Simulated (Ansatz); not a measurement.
# MgSi64 defect cell: levels of theory

The task, for MgSi64 defect cell: compare levels of theory; the runs are relaxing the atoms and single point.

Computed with Ansatz 0.2.0 (DFT PBE, scalar-relativistic, plane waves, PAW, and further levels as typed in the inputs, unless a step's input says otherwise).

## Step 1: The system as given

Symmetry: P-43m, No. 215, cubic system. The conventional cell has a = 10.862 Å, b = 10.862 Å, c = 10.862 Å, α = 90.00°, β = 90.00°, γ = 90.00°. Mg (site symmetry -43m) has 10 Si at 2.35 to 2.72 Å as nearest neighbours. Si (site symmetry 3m) has 1 Mg at 2.35 Å and 4 Si at 2.35 Å as nearest neighbours. Si (site symmetry m) is surrounded by 4 Si at 2.35 Å. Si (site symmetry 3m) has 4 Si at 2.35 Å as nearest neighbours. Around Si (site symmetry 2mm) lie 4 Si at 2.35 Å. Only part of the 10 independent sites is listed.

The input asks for a charge of +2 e on the cell.

As a file:

```
CELL_PARAMETERS angstrom
10.86200 0.00000 0.00000
0.00000 10.86200 0.00000
0.00000 0.00000 10.86200
ATOMIC_POSITIONS crystal
Mg 0.87500 0.87500 0.87500
Si 0.00000 0.00000 0.00000
Si 0.00000 0.25000 0.25000
Si 0.25000 0.00000 0.25000
Si 0.25000 0.25000 0.00000
Si 0.12500 0.12500 0.12500
Si 0.12500 0.37500 0.37500
Si 0.37500 0.12500 0.37500
Si 0.37500 0.37500 0.12500
Si 0.00000 0.00000 0.50000
Si 0.00000 0.25000 0.75000
Si 0.25000 0.00000 0.75000
Si 0.25000 0.25000 0.50000
Si 0.12500 0.12500 0.62500
Si 0.12500 0.37500 0.87500
Si 0.37500 0.12500 0.87500
Si 0.37500 0.37500 0.62500
Si 0.00000 0.50000 0.00000
Si 0.00000 0.75000 0.25000
Si 0.25000 0.50000 0.25000
Si 0.25000 0.75000 0.00000
Si 0.12500 0.62500 0.12500
Si 0.12500 0.87500 0.37500
Si 0.37500 0.62500 0.37500
Si 0.37500 0.87500 0.12500
Si 0.00000 0.50000 0.50000
Si 0.00000 0.75000 0.75000
Si 0.25000 0.50000 0.75000
Si 0.25000 0.75000 0.50000
Si 0.12500 0.62500 0.62500
Si 0.12500 0.87500 0.87500
Si 0.37500 0.62500 0.87500
Si 0.37500 0.87500 0.62500
Si 0.50000 0.00000 0.00000
Si 0.50000 0.25000 0.25000
Si 0.75000 0.00000 0.25000
Si 0.75000 0.25000 0.00000
Si 0.62500 0.12500 0.12500
Si 0.62500 0.37500 0.37500
Si 0.87500 0.12500 0.37500
Si 0.87500 0.37500 0.12500
Si 0.50000 0.00000 0.50000
Si 0.50000 0.25000 0.75000
Si 0.75000 0.00000 0.75000
Si 0.75000 0.25000 0.50000
Si 0.62500 0.12500 0.62500
Si 0.62500 0.37500 0.87500
Si 0.87500 0.12500 0.87500
Si 0.87500 0.37500 0.62500
Si 0.50000 0.50000 0.00000
Si 0.50000 0.75000 0.25000
Si 0.75000 0.50000 0.25000
Si 0.75000 0.75000 0.00000
Si 0.62500 0.62500 0.12500
Si 0.62500 0.87500 0.37500
Si 0.87500 0.62500 0.37500
Si 0.87500 0.87500 0.12500
Si 0.50000 0.50000 0.50000
Si 0.50000 0.75000 0.75000
Si 0.75000 0.50000 0.75000
Si 0.75000 0.75000 0.50000
Si 0.62500 0.62500 0.62500
Si 0.62500 0.87500 0.87500
Si 0.87500 0.62500 0.87500
Si 0.87500 0.87500 0.62500
```

## Step 2: Relaxing the atoms: MgSi64 defect cell, no spin, charge +2

input.yaml reads:

```yaml
crystal:
  lattice:
    - [10.862, 0.0, 0.0]
    - [0.0, 10.862, 0.0]
    - [0.0, 0.0, 10.862]
  atoms:
    - { symbol: Mg, position: [0.875, 0.875, 0.875] }
    - { symbol: Si, position: [0.0, 0.0, 0.0] }
    - { symbol: Si, position: [0.0, 0.25, 0.25] }
    - { symbol: Si, position: [0.25, 0.0, 0.25] }
    - { symbol: Si, position: [0.25, 0.25, 0.0] }
    - { symbol: Si, position: [0.125, 0.125, 0.125] }
    - { symbol: Si, position: [0.125, 0.375, 0.375] }
    - { symbol: Si, position: [0.375, 0.125, 0.375] }
    - { symbol: Si, position: [0.375, 0.375, 0.125] }
    - { symbol: Si, position: [0.0, 0.0, 0.5] }
    - { symbol: Si, position: [0.0, 0.25, 0.75] }
    - { symbol: Si, position: [0.25, 0.0, 0.75] }
    - { symbol: Si, position: [0.25, 0.25, 0.5] }
    - { symbol: Si, position: [0.125, 0.125, 0.625] }
    - { symbol: Si, position: [0.125, 0.375, 0.875] }
    - { symbol: Si, position: [0.375, 0.125, 0.875] }
    - { symbol: Si, position: [0.375, 0.375, 0.625] }
    - { symbol: Si, position: [0.0, 0.5, 0.0] }
    - { symbol: Si, position: [0.0, 0.75, 0.25] }
    - { symbol: Si, position: [0.25, 0.5, 0.25] }
    - { symbol: Si, position: [0.25, 0.75, 0.0] }
    - { symbol: Si, position: [0.125, 0.625, 0.125] }
    - { symbol: Si, position: [0.125, 0.875, 0.375] }
    - { symbol: Si, position: [0.375, 0.625, 0.375] }
    - { symbol: Si, position: [0.375, 0.875, 0.125] }
    - { symbol: Si, position: [0.0, 0.5, 0.5] }
    - { symbol: Si, position: [0.0, 0.75, 0.75] }
    - { symbol: Si, position: [0.25, 0.5, 0.75] }
    - { symbol: Si, position: [0.25, 0.75, 0.5] }
    - { symbol: Si, position: [0.125, 0.625, 0.625] }
    - { symbol: Si, position: [0.125, 0.875, 0.875] }
    - { symbol: Si, position: [0.375, 0.625, 0.875] }
    - { symbol: Si, position: [0.375, 0.875, 0.625] }
    - { symbol: Si, position: [0.5, 0.0, 0.0] }
    - { symbol: Si, position: [0.5, 0.25, 0.25] }
    - { symbol: Si, position: [0.75, 0.0, 0.25] }
    - { symbol: Si, position: [0.75, 0.25, 0.0] }
    - { symbol: Si, position: [0.625, 0.125, 0.125] }
    - { symbol: Si, position: [0.625, 0.375, 0.375] }
    - { symbol: Si, position: [0.875, 0.125, 0.375] }
    - { symbol: Si, position: [0.875, 0.375, 0.125] }
    - { symbol: Si, position: [0.5, 0.0, 0.5] }
    - { symbol: Si, position: [0.5, 0.25, 0.75] }
    - { symbol: Si, position: [0.75, 0.0, 0.75] }
    - { symbol: Si, position: [0.75, 0.25, 0.5] }
    - { symbol: Si, position: [0.625, 0.125, 0.625] }
    - { symbol: Si, position: [0.625, 0.375, 0.875] }
    - { symbol: Si, position: [0.875, 0.125, 0.875] }
    - { symbol: Si, position: [0.875, 0.375, 0.625] }
    - { symbol: Si, position: [0.5, 0.5, 0.0] }
    - { symbol: Si, position: [0.5, 0.75, 0.25] }
    - { symbol: Si, position: [0.75, 0.5, 0.25] }
    - { symbol: Si, position: [0.75, 0.75, 0.0] }
    - { symbol: Si, position: [0.625, 0.625, 0.125] }
    - { symbol: Si, position: [0.625, 0.875, 0.375] }
    - { symbol: Si, position: [0.875, 0.625, 0.375] }
    - { symbol: Si, position: [0.875, 0.875, 0.125] }
    - { symbol: Si, position: [0.5, 0.5, 0.5] }
    - { symbol: Si, position: [0.5, 0.75, 0.75] }
    - { symbol: Si, position: [0.75, 0.5, 0.75] }
    - { symbol: Si, position: [0.75, 0.75, 0.5] }
    - { symbol: Si, position: [0.625, 0.625, 0.625] }
    - { symbol: Si, position: [0.625, 0.875, 0.875] }
    - { symbol: Si, position: [0.875, 0.625, 0.875] }
    - { symbol: Si, position: [0.875, 0.875, 0.625] }
total_charge: 2
scf:
  occupations: { method: fixed }
output:
  forces: true
  stress: false
  eigenvalues: true
  efg: {}
  charged_corrections: { epsilon: 11.7 }
kpoints:
  mp_grid: { grid: [2, 2, 2], shift: [0.5, 0.5, 0.5] }
hamiltonian:
  xc: pbe
relax:
  f_tol: 0.01
  max_steps: 60
```

Run with:

```bash
$ ansatz run input.yaml --threads 8 --pin off --max-ram 24576MiB --backend cpu --events-out ev --progress --plain --runs-dir out
```

The program printed, cut to the lines that bear on the results:

```text
Warning: RAYON_NUM_THREADS=8 ignored (pool sized by the plan → 8); use --threads N
[...]
Pseudopotentials: kind: paw
Pseudopotential: Mg, paw, valence charge 10, recommended cutoff 420 eV (normal), Mg.paw.azcp
Pseudopotential: Si, paw, valence charge 4, recommended cutoff 420 eV (normal), Si.paw.azcp
Functional definition: PBE
[...]
Crystal: 65 atoms, lattice volume = 1281.532 Å³
Basis set: ecut = 420 eV, 25173 PW (Γ), exchange–correlation on 150×150×150 points (8 copies of the dense FFT grid, shifted against one another)
Bands: 197, of which v1, the nominal top of the filled ones, is band 132 counted from 1 (131 counted from 0)
Symmetry: 24 space group operations
Space group: P-43m (ITA 215), of the structure as read, at distance tolerance 1.1e-4 Å
k-points: 1 of 8 (time reversal used)
[...]
SCF iter   1: F=—  HF=-42626.417120 eV  |F-HF|=—  |Δ(HF+E_count)|=         —  Δρ=3.40e-3  dr2=3.71e-1  ethr=1.77e-3  ⟨swp⟩=5.0  Hψ=724  notcnv=0  defer=62
[...]
relax step   1: F+E_penalty+E_count = -42626.33169661 eV  Δ(F+E_penalty+E_count) = +0.000e0 eV  max|allowed force component| = 1.327e0 eV/Å  Δτ_max = 0.0000 Å  (6 SCF iters, dr2 threshold 2.50e-6 eV, accepted)
[...]
relax step   3: F+E_penalty+E_count = -42627.16557484 eV  Δ(F+E_penalty+E_count) = -4.834e-2 eV  max|allowed force component| = 3.714e-2 eV/Å  Δτ_max = 0.0336 Å  (5 SCF iters, dr2 threshold 5.70e-6 eV, accepted)
[...]
    - { symbol: Si, position: [0.6251812975732982, 0.375, 0.8750000000000001] }
    - { symbol: Si, position: [0.8750000000000001, 0.12951621542668604, 0.8750000000000001] }
    - { symbol: Si, position: [0.8750000000000001, 0.375, 0.6251812975732982] }
    - { symbol: Si, position: [0.49840000667132983, 0.49840000667132983, -0.00108206545931753] }
    - { symbol: Si, position: [0.49840000667132983, 0.7510820654593174, 0.2515999933286701] }
    - { symbol: Si, position: [0.7510820654593174, 0.49840000667132983, 0.2515999933286701] }
    - { symbol: Si, position: [0.7420946682628841, 0.7420946682628841, 0.007905331737115986] }
    - { symbol: Si, position: [0.6184656200263131, 0.6184656200263131, 0.13153437997368708] }
    - { symbol: Si, position: [0.6251812975732982, 0.8750000000000001, 0.375] }
    - { symbol: Si, position: [0.8750000000000001, 0.6251812975732982, 0.375] }
    - { symbol: Si, position: [0.8750000000000001, 0.8750000000000001, 0.12951621542668604] }
    - { symbol: Si, position: [0.499771406642171, 0.499771406642171, 0.499771406642171] }
    - { symbol: Si, position: [0.4992196087758386, 0.7485951450296421, 0.7485951450296421] }
    - { symbol: Si, position: [0.7485951450296421, 0.4992196087758386, 0.7485951450296421] }
    - { symbol: Si, position: [0.7485951450296421, 0.7485951450296421, 0.4992196087758386] }
    - { symbol: Si, position: [0.624417297152843, 0.624417297152843, 0.624417297152843] }
    - { symbol: Si, position: [0.6204837845733141, 0.8750000000000001, 0.8750000000000001] }
    - { symbol: Si, position: [0.8750000000000001, 0.6204837845733141, 0.8750000000000001] }
    - { symbol: Si, position: [0.8750000000000001, 0.8750000000000001, 0.6204837845733141] }
```

Run time: 21 s. Hardware: 8 threads of Intel Xeon Platinum 8375C at 2.90GHz (Ice Lake), shared host; peak memory 1.7 GiB.

The steps of the relaxation:

| step | E - E(step 1) (eV/cell) | largest force component (eV/Å) |
| --- | --- | --- |
| 1 | 0.0000 | 1.3271 |
| 2 | -0.7855 | 0.3021 |
| 3 | -0.8339 | 0.0371 |
| 4 | -0.8343 | 0.0063 |

Step 1 is the start.

## Step 3: Single point: LDA

It takes the final geometry of step 2.

input.yaml reads:

```yaml
crystal:
  lattice:
    - [10.862, 0.0, 0.0]
    - [0.0, 10.862, 0.0]
    - [0.0, 0.0, 10.862]
  atoms:
    - { symbol: Mg, position: [0.875, 0.875, 0.875] }
    - { symbol: Si, position: [0.0079053317, 0.0079053317, 0.0079053317] }
    - { symbol: Si, position: [-0.0010820655, 0.2515999933, 0.2515999933] }
    - { symbol: Si, position: [0.2515999933, -0.0010820655, 0.2515999933] }
    - { symbol: Si, position: [0.2515999933, 0.2515999933, -0.0010820655] }
    - { symbol: Si, position: [0.13153438, 0.13153438, 0.13153438] }
    - { symbol: Si, position: [0.1256338252, 0.375, 0.375] }
    - { symbol: Si, position: [0.375, 0.1256338252, 0.375] }
    - { symbol: Si, position: [0.375, 0.375, 0.1256338252] }
    - { symbol: Si, position: [0.001404855, 0.001404855, 0.4992196088] }
    - { symbol: Si, position: [0.001404855, 0.2507803912, 0.748595145] }
    - { symbol: Si, position: [0.2507803912, 0.001404855, 0.748595145] }
    - { symbol: Si, position: [0.2502285934, 0.2502285934, 0.4997714066] }
    - { symbol: Si, position: [0.1255827028, 0.1255827028, 0.6244172972] }
    - { symbol: Si, position: [0.1248187024, 0.375, 0.875] }
    - { symbol: Si, position: [0.375, 0.1248187024, 0.875] }
    - { symbol: Si, position: [0.375, 0.375, 0.6243661748] }
    - { symbol: Si, position: [0.001404855, 0.4992196088, 0.001404855] }
    - { symbol: Si, position: [0.001404855, 0.748595145, 0.2507803912] }
    - { symbol: Si, position: [0.2502285934, 0.4997714066, 0.2502285934] }
    - { symbol: Si, position: [0.2507803912, 0.748595145, 0.001404855] }
    - { symbol: Si, position: [0.1255827028, 0.6244172972, 0.1255827028] }
    - { symbol: Si, position: [0.1248187024, 0.875, 0.375] }
    - { symbol: Si, position: [0.375, 0.6243661748, 0.375] }
    - { symbol: Si, position: [0.375, 0.875, 0.1248187024] }
    - { symbol: Si, position: [-0.0010820655, 0.4984000067, 0.4984000067] }
    - { symbol: Si, position: [0.0079053317, 0.7420946683, 0.7420946683] }
    - { symbol: Si, position: [0.2515999933, 0.4984000067, 0.7510820655] }
    - { symbol: Si, position: [0.2515999933, 0.7510820655, 0.4984000067] }
    - { symbol: Si, position: [0.13153438, 0.61846562, 0.61846562] }
    - { symbol: Si, position: [0.1295162154, 0.875, 0.875] }
    - { symbol: Si, position: [0.375, 0.6251812976, 0.875] }
    - { symbol: Si, position: [0.375, 0.875, 0.6251812976] }
    - { symbol: Si, position: [0.4992196088, 0.001404855, 0.001404855] }
    - { symbol: Si, position: [0.4997714066, 0.2502285934, 0.2502285934] }
    - { symbol: Si, position: [0.748595145, 0.001404855, 0.2507803912] }
    - { symbol: Si, position: [0.748595145, 0.2507803912, 0.001404855] }
    - { symbol: Si, position: [0.6244172972, 0.1255827028, 0.1255827028] }
    - { symbol: Si, position: [0.6243661748, 0.375, 0.375] }
    - { symbol: Si, position: [0.875, 0.1248187024, 0.375] }
    - { symbol: Si, position: [0.875, 0.375, 0.1248187024] }
    - { symbol: Si, position: [0.4984000067, -0.0010820655, 0.4984000067] }
    - { symbol: Si, position: [0.4984000067, 0.2515999933, 0.7510820655] }
    - { symbol: Si, position: [0.7420946683, 0.0079053317, 0.7420946683] }
    - { symbol: Si, position: [0.7510820655, 0.2515999933, 0.4984000067] }
    - { symbol: Si, position: [0.61846562, 0.13153438, 0.61846562] }
    - { symbol: Si, position: [0.6251812976, 0.375, 0.875] }
    - { symbol: Si, position: [0.875, 0.1295162154, 0.875] }
    - { symbol: Si, position: [0.875, 0.375, 0.6251812976] }
    - { symbol: Si, position: [0.4984000067, 0.4984000067, -0.0010820655] }
    - { symbol: Si, position: [0.4984000067, 0.7510820655, 0.2515999933] }
    - { symbol: Si, position: [0.7510820655, 0.4984000067, 0.2515999933] }
    - { symbol: Si, position: [0.7420946683, 0.7420946683, 0.0079053317] }
    - { symbol: Si, position: [0.61846562, 0.61846562, 0.13153438] }
    - { symbol: Si, position: [0.6251812976, 0.875, 0.375] }
    - { symbol: Si, position: [0.875, 0.6251812976, 0.375] }
    - { symbol: Si, position: [0.875, 0.875, 0.1295162154] }
    - { symbol: Si, position: [0.4997714066, 0.4997714066, 0.4997714066] }
    - { symbol: Si, position: [0.4992196088, 0.748595145, 0.748595145] }
    - { symbol: Si, position: [0.748595145, 0.4992196088, 0.748595145] }
    - { symbol: Si, position: [0.748595145, 0.748595145, 0.4992196088] }
    - { symbol: Si, position: [0.6244172972, 0.6244172972, 0.6244172972] }
    - { symbol: Si, position: [0.6204837846, 0.875, 0.875] }
    - { symbol: Si, position: [0.875, 0.6204837846, 0.875] }
    - { symbol: Si, position: [0.875, 0.875, 0.6204837846] }
total_charge: 2
scf:
  occupations: { method: fixed }
output:
  forces: true
  stress: false
  eigenvalues: true
  efg: {}
  charged_corrections: { epsilon: 11.7 }
kpoints:
  mp_grid: { grid: [2, 2, 2], shift: [0.5, 0.5, 0.5] }
hamiltonian:
  xc: lda
```

Run with:

```bash
$ ansatz run input.yaml --threads 8 --pin off --max-ram 24576MiB --backend cpu --events-out ev --progress --plain --runs-dir out
```

The program printed, cut to the lines that bear on the results:

```text
Warning: RAYON_NUM_THREADS=8 ignored (pool sized by the plan → 8); use --threads N
[...]
[... 3 set-up lines as earlier in the session ...]
Functional definition: SPW92
[...]
Crystal: 65 atoms, lattice volume = 1281.532 Å³
Basis set: ecut = 420 eV, 25173 PW (Γ)
Bands: 197, of which v1, the nominal top of the filled ones, is band 132 counted from 1 (131 counted from 0)
[... 2 set-up lines as earlier in the session ...]
k-points: 1 of 8 (time reversal used)
[...]
SCF iter   1: F=—  HF=-40866.820970 eV  |F-HF|=—  |Δ(HF+E_count)|=         —  Δρ=4.88e-3  dr2=4.62e-1  ethr=1.77e-3  ⟨swp⟩=5.0  Hψ=722  notcnv=0  defer=62
[...]
            electrostatic potential = -1358.915494 V   contact ρ = none
[...]
            electrostatic potential = -1358.571238 V   contact ρ = none
[...]
            electrostatic potential = -1358.972001 V   contact ρ = none
[...]
            electrostatic potential = -1358.884114 V   contact ρ = none
[...]
            electrostatic potential = -1358.884114 V   contact ρ = none
[...]
            electrostatic potential = -1358.884114 V   contact ρ = none
[...]
            electrostatic potential = -1358.938584 V   contact ρ = none
[...]
            electrostatic potential = -1358.571238 V   contact ρ = none
[...]
            electrostatic potential = -1358.571238 V   contact ρ = none
[...]
            electrostatic potential = -1358.571238 V   contact ρ = none
--- Charged-cell corrections in eV (Makov–Payne, q = +2.000 e, ε = 11.700) ---
  F (periodic)     = -40866.697195  (uncorrected; the corrections below are reported, never added to it)
[...]
  F Makov-Payne    = -40866.054225  (F + E_corr1; no measured alignment; for a localised charge, not one spread in a band: unchecked)
--- Band table (eV) ---
[...]
```

Run time: 5.3 s. Hardware: 8 threads of Intel Xeon Platinum 8375C at 2.90GHz (Ice Lake), shared host; peak memory 1.5 GiB.

## Step 4: Single point: r2SCAN

It takes the final geometry of step 2.

Changes to input.yaml since step 3:

```diff
@@ -83,2 +83,2 @@
 hamiltonian:
-  xc: lda
+  xc: r2scan
```

Run with:

```bash
$ ansatz run input.yaml --threads 8 --pin off --max-ram 24576MiB --backend cpu --events-out ev --progress --plain --runs-dir out
```

The program printed, cut to the lines that bear on the results:

```text
Warning: RAYON_NUM_THREADS=8 ignored (pool sized by the plan → 8); use --threads N
[...]
[... 1 set-up line as earlier in the session ...]
Pseudopotential: Mg, paw, valence charge 10, recommended cutoff 500 eV (meta_gga), Mg.paw.azcp
Pseudopotential: Si, paw, valence charge 4, recommended cutoff 500 eV (meta_gga), Si.paw.azcp
Functional definition: r2SCAN
[...]
Crystal: 65 atoms, lattice volume = 1281.532 Å³
Basis set: ecut = 500 eV, 32531 PW (Γ), exchange–correlation on 320×320×320 points (64 copies of the dense FFT grid, shifted against one another)
Bands: 197, of which v1, the nominal top of the filled ones, is band 132 counted from 1 (131 counted from 0)
[... 2 set-up lines as earlier in the session ...]
k-points: 1 of 8 (time reversal used)
[...]
            electrostatic potential = -1358.184971 V   contact ρ = none
[...]
            electrostatic potential = -1357.800805 V   contact ρ = none
[...]
            electrostatic potential = -1358.247689 V   contact ρ = none
[...]
            electrostatic potential = -1358.146632 V   contact ρ = none
[...]
            electrostatic potential = -1358.146632 V   contact ρ = none
[...]
            electrostatic potential = -1358.146632 V   contact ρ = none
[...]
            electrostatic potential = -1358.207049 V   contact ρ = none
[...]
            electrostatic potential = -1357.800805 V   contact ρ = none
[...]
            electrostatic potential = -1357.800805 V   contact ρ = none
[...]
            electrostatic potential = -1357.800805 V   contact ρ = none
--- Charged-cell corrections in eV (Makov–Payne, q = +2.000 e, ε = 11.700) ---
  F (periodic)     = -42838.425414  (uncorrected; the corrections below are reported, never added to it)
[...]
  F Makov-Payne    = -42837.782444  (F + E_corr1; no measured alignment; for a localised charge, not one spread in a band: unchecked)
--- Band table (eV) ---
[...]
```

Run time: 11 s. Hardware: 8 threads of Intel Xeon Platinum 8375C at 2.90GHz (Ice Lake), shared host; peak memory 3.4 GiB.

## Step 5: Single point: HSE06

It takes the final geometry of step 2.

Changes to input.yaml since step 4:

```diff
@@ -83,2 +83,2 @@
 hamiltonian:
-  xc: r2scan
+  xc: hse06
```

Run with:

```bash
$ ansatz run input.yaml --threads 8 --pin off --max-ram 24576MiB --backend cpu --events-out ev --progress --plain --runs-dir out
```

The program printed, cut to the lines that bear on the results:

```text
Warning: RAYON_NUM_THREADS=8 ignored (pool sized by the plan → 8); use --threads N
[...]
[... 3 set-up lines as earlier in the session ...]
Functional definition: HSE06
[...]
davidson cushion auto → on  (no smearing: the cushion is to keep the highest requested band from converging to the state above it; pin scf.eigensolver.cushion to override)
Crystal: 65 atoms, lattice volume = 1281.532 Å³
Basis set: ecut = 420 eV, 25173 PW (Γ), exchange–correlation on 150×150×150 points (8 copies of the dense FFT grid, shifted against one another)
Bands: 197, of which v1, the nominal top of the filled ones, is band 132 counted from 1 (131 counted from 0)
[... 2 set-up lines as earlier in the session ...]
[...]
            electrostatic potential = -1358.326969 V   contact ρ = none
[...]
            electrostatic potential = -1357.932437 V   contact ρ = none
[...]
            electrostatic potential = -1358.391752 V   contact ρ = none
[...]
            electrostatic potential = -1358.286208 V   contact ρ = none
[...]
            electrostatic potential = -1358.286208 V   contact ρ = none
[...]
            electrostatic potential = -1358.286208 V   contact ρ = none
[...]
            electrostatic potential = -1358.349496 V   contact ρ = none
[...]
            electrostatic potential = -1357.932437 V   contact ρ = none
[...]
            electrostatic potential = -1357.932437 V   contact ρ = none
[...]
            electrostatic potential = -1357.932437 V   contact ρ = none
--- Charged-cell corrections in eV (Makov–Payne, q = +2.000 e, ε = 11.700) ---
  F (periodic)     = -42658.545763  (uncorrected; the corrections below are reported, never added to it)
[...]
  F Makov-Payne    = -42657.902792  (F + E_corr1; no measured alignment; for a localised charge, not one spread in a band: unchecked)
--- Band table (eV) ---
[...]
```

Wall time 3 min (8 threads of Intel Xeon Platinum 8375C at 2.90GHz (Ice Lake), shared host); peak memory 11 GiB.

## Step 6: Summary of results

| step | level | energy (eV) | gap on the mesh (eV) | time |
| --- | --- | --- | --- | --- |
| 2 | PBE | -42627.166 | 1.02 | 21 s |
| 3 | LDA | -40866.697 | 0.93 | 5.3 s |
| 4 | r2SCAN | -42838.425 | 1.25 | 11 s |
| 5 | HSE06 | -42658.546 | 1.60 | 3 min |

Totals of different systems or levels have different zeros; only balanced differences at one level mean anything.

In words: The gap on the mesh runs from 0.93 eV with LDA to 1.60 eV with HSE06.
